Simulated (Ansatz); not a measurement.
CsPbBr3:

```xyz
5
Lattice="5.8700 0.0000 0.0000 0.0000 5.8700 0.0000 0.0000 0.0000 5.8700" Properties=species:S:1:pos:R:3 pbc="T T T"
Pb    2.9350    2.9350    2.9350
Cs    0.0000    0.0000    0.0000
Br    2.9350    2.9350    0.0000
Br    2.9350    0.0000    2.9350
Br    0.0000    2.9350    2.9350
```

Measurements of this composition are mostly on another form, of space group No. 62.

* Program: Ansatz 0.2.0
* Task: relaxation of cell and atoms
* Functional: PBEsol
* Dispersion: D3(BJ)-ATM
* Potentials or basis: Ansatz PAW
* Cutoff: 420 eV (not typed: the program's choice for these potentials)
* k mesh: 5 × 5 × 5
* Occupations: fermi-dirac, width 0.05 eV
* Spin: no spin polarisation

At the start: volume 40.45 Å³/atom.

Problem. How do energy, volume and symmetry change on relaxing?

Solution. It ends after 4 steps and the volume is 38.91 Å³/atom (-3.8 %); space group Pm-3m (No. 221, to 0.05 Å).

Step by step:
```csv
step,energy change (eV),largest force (eV/Å),volume (Å³)
1,0.0000,0.0000,202.26
2,-0.0162,0.0000,197.93
3,-0.0200,0.0000,194.57
4,-0.0195,0.0000,194.57
```

Final structure:
```yaml
crystal:
  lattice:
    - [5.79462, 0.00000, 0.00000]
    - [0.00000, 5.79462, 0.00000]
    - [0.00000, 0.00000, 5.79462]
  atoms:
    - { symbol: Pb, position: [0.50000, 0.50000, 0.50000] }
    - { symbol: Cs, position: [0.00000, 0.00000, 0.00000] }
    - { symbol: Br, position: [0.50000, 0.50000, 0.00000] }
    - { symbol: Br, position: [0.50000, 0.00000, 0.50000] }
    - { symbol: Br, position: [0.00000, 0.50000, 0.50000] }
```

Caveat: the plane-wave basis is chosen anew once the cell has moved, so the energies of steps on either side of that aren't comparable; the PAW data sets come from PBE, with cores solved anew for the run's functional, which leaves a small shift of forces and pressure.
